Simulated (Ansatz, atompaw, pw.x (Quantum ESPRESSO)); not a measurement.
## What a changed setting does to a pw.x run (bcc H)

Potential: PAW, atompaw 4.2.0.5, PBE; core none, reference 1s1; waves: 1s (bound): rc 1.50 bohr; 1s channel at 7.62 Ry: rc 1.50 bohr; 2p channel at 0.2 Ry: rc 1.50 bohr; 2p channel at 0.7 Ry: rc 1.50 bohr; local part: troulliermartins scheme with l = 2 at 0.5 Ry, radius 1.00 bohr; core correction: none; augmentation: gaussian compensation charge, radius 1.10 bohr; PAW radius 1.50 bohr; waves and projectors: custom polynom2 7 10 vanderbiltortho.

The reference run (k-mesh 18³, cutoffs 40/400 Ry, Fermi–Dirac 0.01 Ry, mixing_beta 0.4, conv_thr 1e-9, no spin) gives -3.58 GPa at 3.033 Å³/atom, where all-electron LAPW gives -2.27 GPa. This run, with its own iteration cap, changes startingwfc to random.

```
&control
  calculation='scf', prefix='x', pseudo_dir='./', outdir='./tmp', tstress=.true., disk_io='none'
/
&system
  ibrav=0, nat=1, ntyp=1, ecutwfc=40, ecutrho=400, nbnd=7,
  occupations='smearing', smearing='fd', degauss=0.01
/
&electrons
  conv_thr=1e-09, mixing_beta=0.4, electron_maxstep=70, startingwfc='random'
/
ATOMIC_SPECIES
H 1.0 H.UPF
CELL_PARAMETERS angstrom
  -0.91187954 0.91187954 0.91187954
  0.91187954 -0.91187954 0.91187954
  0.91187954 0.91187954 -0.91187954
ATOMIC_POSITIONS crystal
H 0.0000 0.0000 0.0000
K_POINTS automatic
18 18 18 0 0 0
```

```bash
pw.x < H.scf.in > H.scf.out
```

Q: How does the run end?

A: It converges in 6 iterations; the free energy moves by +0.0 meV/atom and the pressure by +0.00 GPa. The result is that of the reference run.

```
Message from routine setup:
     using ibrav=0 with symmetry is DISCOURAGED, use correct ibrav instead
     lattice parameter (alat)  =       2.9847  a.u.
     unit-cell volume          =      20.4677 (a.u.)^3
     number of electrons       =         1.00
     number of Kohn-Sham states=            7
     kinetic-energy cutoff     =      40.0000  Ry
     charge density cutoff     =     400.0000  Ry
     scf convergence threshold =      1.0E-09
     Exchange-correlation= SLA PW PBX PBC
     number of k points=   195  Fermi-Dirac smearing, width (Ry)=  0.0100
     iteration #  1     ecut=    40.00 Ry     beta= 0.40
     total energy              =      -1.07658796 Ry
     estimated scf accuracy    <       0.00002230 Ry
     iteration #  2     ecut=    40.00 Ry     beta= 0.40
     total energy              =      -1.07651151 Ry
     estimated scf accuracy    <       0.00000486 Ry
     iteration #  3     ecut=    40.00 Ry     beta= 0.40
     total energy              =      -1.07650772 Ry
     estimated scf accuracy    <       0.00000004 Ry
     iteration #  4     ecut=    40.00 Ry     beta= 0.40
     total energy              =      -1.07650813 Ry
     estimated scf accuracy    <       0.00000008 Ry
     iteration #  5     ecut=    40.00 Ry     beta= 0.40
     total energy              =      -1.07650813 Ry
     estimated scf accuracy    <          1.6E-09 Ry
     iteration #  6     ecut=    40.00 Ry     beta= 0.40
     the Fermi energy is     3.5463 ev
!    total energy              =      -1.07650813 Ry
     estimated scf accuracy    <          6.0E-10 Ry
     smearing contrib. (-TS)   =      -0.00045330 Ry
     The total energy is F=E-TS. E is the sum of the following terms:
     one-electron contribution =       0.62704837 Ry
     hartree contribution      =       0.02204055 Ry
     xc contribution           =      -0.67172504 Ry
     ewald contribution        =      -1.05595055 Ry
     one-center paw contrib.   =       0.00253184 Ry
     convergence has been achieved in   6 iterations
          total   stress  (Ry/bohr**3)                   (kbar)     P=      -35.76
     Message from routine punch:
     Nothing written, as per user request (disk_io='none')
```

The run took about 1.7 s on one core of a shared host (AMD EPYC 9R45 96-Core Processor, 96 threads, 376 GiB, load 43).
